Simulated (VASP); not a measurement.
Something may be wrong with this VASP 6.6.1 calculation of SiGe.

File INCAR:

```
  PREC = Accurate
  ENCUT = 900
  EDIFF = 1E-6
  ISMEAR = -1
  SIGMA = 0.05
  LREAL = False
  LASPH = True
  NELM = 98
  ALGO = Normal
  ISIF = 2
  LWAVE = False
  LCHARG = False
  METAGGA = R2SCAN
  LMIXTAU = True
  ICORELEVEL = 1
  NBANDS = 18
```

Contents of KPOINTS:

```
Automatic mesh
0
Gamma
  8 8 4
```

Contents of POSCAR:

```
SiGe
1.0
    3.9044512986      0.0000000000      0.0000000000
   -1.9522256493      3.3813540124      0.0000000000
    0.0000000000      0.0000000000      6.4507830000
Ge Si
2 2
Direct
    0.3333333333      0.6666666667      0.0003920000
    0.6666666667      0.3333333333      0.5003920000
    0.3333333333      0.6666666667      0.3746070000
    0.6666666667      0.3333333333      0.8746070000
```

Potentials or basis: VASP PAW PBE potentials, release 64 (Ge_h, Si).

Run with:

```console
$ cat potpaw_PBE.64/Ge_h/POTCAR potpaw_PBE.64/Si/POTCAR > POTCAR
$ mpirun -np 1 vasp_std > vasp.out
```

OUTCAR:

```text
PREC = Accurate
   ENCUT = 900
   EDIFF = 1E-6
   ISMEAR = -1
   LREAL = False
   LASPH = True
   NELM = 98
   ISIF = 2
   METAGGA = R2SCAN

 ion  position               nearest neighbor table
   1  0.333  0.667  0.000-   4 2.40   4 2.40   4 2.40   3 2.41
   2  0.667  0.333  0.500-   3 2.40   3 2.40   3 2.40   4 2.41
   3  0.333  0.667  0.375-   2 2.40   2 2.40   2 2.40   1 2.41
   4  0.667  0.333  0.875-   1 2.40   1 2.40   1 2.40   2 2.41

  LATTYP: Found a hexagonal cell.
 ALAT       =     3.9044512986
 C/A-ratio  =     1.6521612146
[... 193 lines left out ...]
  -------------------------------------------------------------------------------------
  Total        0.1042876      0.1042876      0.0729041      0.0000000      0.0000000      0.0000000
  in kB        1.9619145      1.9619145      1.3715106      0.0000000      0.0000000      0.0000000
  external PRESSURE =       1.7651132 kB  Pullay stress =       0.0000000 kB

 VOLUME and BASIS-vectors are now :
 -----------------------------------------------------------------------------
  energy-cutoff  :      900.00
  volume of cell :       85.17
      direct lattice vectors                 reciprocal lattice vectors
     3.904451299  0.000000000  0.000000000     0.256117934  0.147869758  0.000000000
    -1.952225649  3.381354012  0.000000000     0.000000000  0.295739516  0.000000000
     0.000000000  0.000000000  6.450783000     0.000000000  0.000000000  0.155019941

 POSITION                                       TOTAL-FORCE (eV/Angst)
 -----------------------------------------------------------------------------------
     -0.00000      2.25424      0.00253        -0.000000     -0.000000      0.011725
      1.95223      1.12712      3.22792         0.000000     -0.000000      0.011725
     -0.00000      2.25424      2.41651        -0.000000      0.000000     -0.011725
      1.95223      1.12712      5.64190        -0.000000     -0.000000     -0.011725
 -----------------------------------------------------------------------------------
    total drift:                               -0.000001     -0.000001     -0.018798

  FREE ENERGIE OF THE ION-ELECTRON SYSTEM (eV)
  ---------------------------------------------------
  free  energy   TOTEN  =       -45.1514373812 eV

  energy  without entropy=      -45.1514373811  energy(sigma->0) =      -45.15143738
```

On the terminal:

```text
POSCAR found type information on POSCAR GeSi
 POSCAR found :  2 types and       4 ions
[... 56 lines left out ...]

 deleting file STOPCAR
```

Problem. How did it end, and where is the flaw?

Solution. The calculation hadn't finished when its time ran out. The input holds a flaw that was put in on purpose: too few bands (NBANDS = 18).
